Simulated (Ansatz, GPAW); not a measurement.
# Al: programs and potentials compared

```
CELL_PARAMETERS angstrom
2.81246 0.00000 0.00000
-1.40623 2.43566 0.00000
0.00000 0.00000 4.86685
ATOMIC_POSITIONS crystal
Al 0.33333 0.66667 0.25000
Al 0.66667 0.33333 0.75000
```

This isn't the form of Al at room conditions, which is fcc.

Alike in all runs: task band structure; functional PBEsol; k mesh 11 × 11 × 6; occupations fermi-dirac, width 0.05 eV; no spin polarisation; no spin-orbit coupling. Pressure is positive in compression and, in plane waves, holds the error of the finite cutoff, which Ansatz's Pulay term estimates and takes out.

| program and potentials | plane-wave cutoff (eV) | notes | band gap (eV) | pressure (GPa) |
| --- | --- | --- | --- | --- |
| GPAW, PAW data sets generated for this functional | 600 | - | no gap | -1.18 |
| Ansatz, PAW datasets made for the crystal | 140 | - | no gap | -1.33 |
| Ansatz, all-electron LAPW, scalar-relativistic | - | - | no gap | -1.32 |

None finds a gap. The pressure spans -1.33 (Ansatz, PAW datasets made for the crystal) to -1.18 GPa (GPAW, PAW data sets generated for this functional), with all-electron results at -1.32.

The functional is the same throughout but for its coding, so the spread measures potentials, basis and numerics; runs on potential files found faulty are left out.
